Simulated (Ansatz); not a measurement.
# What a trial cell of Pd relaxes into

All numbers below come from DFT PBE, scalar-relativistic, plane waves, PAW (Ansatz). Cutoff 420 eV, Γ-centred k mesh, Gaussian smearing, no spin polarisation in the final step.

Pd was placed on the sites of a reported Si cell (Ia-3, No. 206), at a guessed volume.

```
Pd
1.0
    -3.21445    3.21445    3.21445
     3.21445   -3.21445    3.21445
     3.21445    3.21445   -3.21445
Pd
8
Direct
  0.20600 0.20600 0.20600
  0.50000 0.00000 0.29400
  0.29400 0.50000 0.00000
  0.00000 0.29400 0.50000
  0.79400 0.79400 0.79400
  0.50000 0.00000 0.70600
  0.70600 0.50000 0.00000
  0.00000 0.70600 0.50000
```

Cell and atoms relax at zero pressure; the relaxation can't lower the symmetry of the start. After a coarse first stage the cell is made exact in the group found at 0.06 Å.

Energies count from the standard state of Pd at the same level.

Q: What does it relax into?

A: It keeps Ia-3 (No. 206). Conventional cell: a = 6.894 Å. Pd is coordinated by 3 Pd at 2.44 Å, 1 Pd at 2.77 Å and 1 Pd at 3.20 Å.

```cif
data_structure
_symmetry_space_group_name_H-M 'Ia-3'
_symmetry_Int_Tables_number 206
_cell_length_a 6.8939
_cell_length_b 6.8939
_cell_length_c 6.8939
_cell_angle_alpha 90.000
_cell_angle_beta 90.000
_cell_angle_gamma 90.000
_cell_volume 327.64
loop_
_atom_site_label
_atom_site_type_symbol
_atom_site_symmetry_multiplicity
_atom_site_Wyckoff_symbol
_atom_site_fract_x
_atom_site_fract_y
_atom_site_fract_z
_atom_site_occupancy
Pd1 Pd 16 c 0.11613 0.11613 0.11613 1
```

Q: What are its volume, energy, density and gap?

A: The volume per atom is 20.48 Å³ and the density is 8.63 g/cm³. The energy over the standard structure is 0.88 eV/atom and the gap on the 8×8×8 mesh is 0 eV (a metal).

The final run used a 8×8×8 mesh on its 8-atom cell and 0.10 eV smearing. The k mesh leaves about 4 meV/atom of noise in metals. A structure relaxed within its symmetry needn't be a true minimum. The steps took roughly 3 core-minutes in all.